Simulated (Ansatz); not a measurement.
## AgCl: experiment and calculation

**The experiment to reproduce.**

From a printed reference work (textbook), for a bulk crystal of AgCl: lattice constant a 5.558 Å.

A printed reference work (data compilation) reports, for a bulk crystal of AgCl: band gap 3.249 eV (indirect).

From a printed reference work (monograph), for a bulk crystal of AgCl: high-frequency dielectric constant 3.92.

The calculation below tries to reproduce these values; the comparison stands at the end.

Theory: Ansatz, DFT PBE, scalar-relativistic, plane waves, PAW.

Settings: cutoff 420 eV, Γ-centred mesh 8×8×8 on the computed 2-atom cell, Gaussian smearing of 0.02 eV; no spin polarisation.

Relaxed structure:

```xyz
2
Lattice="0.0000 2.8059 2.8059 2.8059 0.0000 2.8059 2.8059 2.8059 0.0000" Properties=species:S:1:pos:R:3 pbc="T T T"
Ag    0.0000    0.0000    0.0000
Cl    2.8059    2.8059    2.8059
```

| Item | Value |
| --- | --- |
| Space group | Fm-3m (No. 225) |
| Volume per atom | 22.09 Å³ |
| Formation energy from the elements' standard states (uncorrected) | -0.452 eV/atom |
| Kohn–Sham band gap | 0.92 eV, indirect from L to Γ |
| Orbital (Löwdin) character of the top 1 eV of the valence band | Ag 4d 55 %, Cl 3p 42 % |
| Orbital (Löwdin) character of the lowest 1 eV of the conduction band | Ag 5s 70 %, Cl 3s 16 %, Cl 3p 12 % |
| Electron masses at the edge by direction of the standard setting (m_e; one valley, along these axes only; no spin-orbit coupling) | x: 0.27; y: 0.27; z: 0.27 |
| Hole masses at the edge by direction of the standard setting (m_e; one valley, along these axes only; no spin-orbit coupling) | x: 6.9, 0.39; y: 6.9, 0.39; z: 6.9, 0.39 |
| Bulk modulus | 42 GPa |
| Its pressure derivative | 5.3 |
| Electronic dielectric constant xx, yy, zz (independent particles) | 5.3, 5.3, 5.3 |
| Bader charge by site (e) | Ag (1 in the cell) 0.58, Cl (1 in the cell) -0.58 |

Against the measured lattice constant a of AgCl, 5.558 Å (a printed reference work (textbook)), the calculated 5.612 Å is off by +1.0 %. The calculation is for 0 K without zero-point motion. Against the measured band gap of AgCl, 3.249 eV (indirect; a printed reference work (data compilation)), the calculated 0.92 eV is off by -2.33 eV. Kohn–Sham gaps of semilocal functionals fall short of measured ones as a rule. Against the measured high-frequency dielectric constant of AgCl, 3.92 (a printed reference work (monograph)), the calculated 5.3 is off by +33.9 %. Local fields are left out.

It comes from a database structure that was distorted and then relaxed. Löwdin shares on free-atom orbitals overweight diffuse shells in the empty bands.
